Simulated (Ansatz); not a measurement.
Ti: a jump of O

Computed with DFT PBE, scalar-relativistic, plane waves, PAW (Ansatz 0.2.0). Settings: 420 eV cutoff, 4×4×4 k-mesh, shifted by half a step, Gaussian smearing of 0.10 eV, no spin polarisation.

In a supercell of 16 host sites, interstitial O hops to an equivalent place, moving 2.05 Å between the relaxed ends. Climbing-image nudged elastic band at fixed cell with images 0 (start) to 6 (end), the path measured over all atoms, converged to 0.05 eV/Å; the order of the saddle wasn't checked, and the small cell leaves errors of about a tenth of an eV.

Command:

```bash
ansatz run input.yaml --threads 4 --pin off --max-ram 10240MiB --backend cpu --events-out ev --progress --plain --runs-dir out
```

Input:

```yaml
crystal:
  lattice:
    - [-4.1120350457, -4.1120350457, -4.1120350457]
    - [-4.1120350457, 4.1120350457, 4.1120350457]
    - [4.1120350457, 4.1120350457, -4.1120350457]
  atoms:
    - { symbol: Ti, position: [0.7495826469, 5.59487e-05, 0.2647139181] }
    - { symbol: Ti, position: [0.4943097455, -2.35725e-05, 0.4950612664] }
    - { symbol: Ti, position: [0.2449517013, -0.0001862885, 0.7440782975] }
    - { symbol: Ti, position: [0.7501232051, 0.4945965651, 0.7440021714] }
    - { symbol: Ti, position: [0.7498928128, 0.2647187461, -0.0001025744] }
    - { symbol: Ti, position: [0.5002965889, 0.2555171792, 0.255946777] }
    - { symbol: Ti, position: [0.2556410792, 0.2497357205, 0.5057134169] }
    - { symbol: Ti, position: [0.0058957377, 0.2556052437, 0.7504981534] }
    - { symbol: Ti, position: [0.014594618, 2.35725e-05, -0.0007215009] }
    - { symbol: Ti, position: [0.7501071872, 0.7441471675, 0.4945514132] }
    - { symbol: Ti, position: [0.4851099827, 0.7354679275, 0.7351697373] }
    - { symbol: Ti, position: [0.4939630362, 0.4945063871, 0.0001025744] }
    - { symbol: Ti, position: [0.2552154159, 0.5052319114, 0.2493487314] }
    - { symbol: Ti, position: [-0.0007174518, 0.5052549248, 0.5053047277] }
    - { symbol: Ti, position: [0.2444923356, 0.7441611146, 0.0001914626] }
    - { symbol: Ti, position: [0.0061519472, 0.7505356664, 0.2561005496] }
    - { symbol: O, position: [0.7502866162, -0.0001153406, 0.0003567037] }
basis:
  ecutwfc: 420
  xc_grid: 2
kpoints:
  mp_grid: { grid: [4, 4, 4], shift: [0.5, 0.5, 0.5] }
hamiltonian:
  xc: pbe
scf:
  occupations: { method: gaussian, width: 0.1 }
output:
  forces: true
neb:
  images: 5
  f_tol: 0.05
  max_iterations: 70
  order_check: false
  final_atoms:
    - { symbol: Ti, position: [0.7353420305, 5.59487e-05, 0.2504733018] }
    - { symbol: Ti, position: [0.5049151611, -2.35725e-05, 0.5056666821] }
    - { symbol: Ti, position: [0.255735414, -0.0001862885, 0.7548620102] }
    - { symbol: Ti, position: [0.7505943937, 0.4945965651, 0.74447336] }
    - { symbol: Ti, position: [0.7440223035, 0.2497357205, -0.0059053588] }
    - { symbol: Ti, position: [0.5051070903, 0.2556052437, 0.249709506] }
    - { symbol: Ti, position: [0.2648213204, 0.2647187461, 0.5148259333] }
    - { symbol: Ti, position: [-0.0004295978, 0.2555171792, 0.7552205903] }
    - { symbol: Ti, position: [0.0007450734, 2.35725e-05, -0.0145710455] }
    - { symbol: Ti, position: [0.743969652, 0.7441611146, 0.499668779] }
    - { symbol: Ti, position: [0.4944351168, 0.7505356664, 0.7443837191] }
    - { symbol: Ti, position: [0.4944038127, 0.4945063871, 0.0005433509] }
    - { symbol: Ti, position: [0.2558831799, 0.5052319114, 0.2500164955] }
    - { symbol: Ti, position: [-4.98028e-05, 0.5052549248, 0.5059723767] }
    - { symbol: Ti, position: [0.2495957543, 0.7441471675, -0.0059600197] }
    - { symbol: Ti, position: [0.0002981903, 0.7354679275, 0.2503579448] }
    - { symbol: O, position: [0.9995279557, -0.0001153406, 0.2495980432] }
```

Course of the band:

```tsv
iteration	largest band force (eV/Å)	climbing image	energies over image 0 (eV)
1	10.233	none	0.000 0.825 2.919 4.164 2.919 0.825 0.000
2	4.016	none	0.000 0.291 1.056 1.503 1.056 0.291 0.000
3	1.661	none	0.000 0.096 0.359 0.594 0.359 0.096 0.000
4	0.623	none	0.000 0.033 0.032 -0.014 0.032 0.033 0.000
5	0.694	none	0.000 0.018 -0.172 -0.342 -0.172 0.018 0.000
6	0.402	5	0.000 0.011 -0.218 -0.507 -0.218 0.011 0.000
7	0.363	5	0.000 0.011 -0.188 -0.524 -0.119 0.025 0.000
8	0.144	5	0.000 0.003 -0.300 -0.544 -0.122 0.023 0.000
9	0.466	5	0.000 -0.045 -0.532 -0.565 -0.194 0.023 0.000
10	0.276	5	0.000 -0.087 -0.536 -0.436 -0.296 0.023 0.000
22	0.075	5	0.000 -0.021 -0.442 -0.592 -0.170 0.023 0.000
23	0.071	5	0.000 -0.041 -0.527 -0.567 -0.208 0.023 0.000
24	0.076	5	0.000 -0.059 -0.581 -0.531 -0.234 0.023 0.000
25	0.139	5	0.000 -0.093 -0.638 -0.464 -0.275 0.023 0.000
26	0.119	5	0.000 -0.102 -0.651 -0.452 -0.292 0.023 0.000
27	0.160	5	0.000 -0.070 -0.605 -0.516 -0.258 0.023 0.000
28	0.092	5	0.000 -0.040 -0.521 -0.561 -0.209 0.023 0.000
29	0.129	5	0.000 -0.037 -0.513 -0.567 -0.199 0.023 0.000
30	0.084	5	0.000 -0.017 -0.420 -0.585 -0.157 0.023 0.000
31	0.032	5	0.000 -0.018 -0.427 -0.592 -0.164 0.023 0.000
```

Final band:

| image | path (Å) | E − E(0) (eV) | O x (Å) | O y (Å) | O z (Å) | force on O (eV/Å) |
| --- | --- | --- | --- | --- | --- | --- |
| 0 | 0.00 | 0.000 | -3.083 | -3.084 | -3.087 | 0.02 |
| 1 | 0.70 | -0.018 | -3.084 | -3.084 | -3.461 | 0.15 |
| 2 | 1.41 | -0.427 | -3.087 | -3.087 | -3.887 | 0.43 |
| 3 | 2.11 | -0.592 | -3.081 | -3.077 | -4.215 | 0.07 |
| 4 | 2.82 | -0.164 | -3.084 | -3.084 | -4.567 | 0.32 |
| 5 | 3.52 | 0.023 | -3.084 | -3.084 | -4.947 | 0.00 |
| 6 | 3.91 | 0.000 | -3.083 | -3.084 | -5.137 | 0.02 |

Barrier 0.02 eV. An image lies below the start, so the start isn't the lowest place along this path. Time: 54 min on 4 threads of Intel(R) Xeon(R) 6975P-C (Granite Rapids), with other jobs on the host, peak memory 4.3 GiB.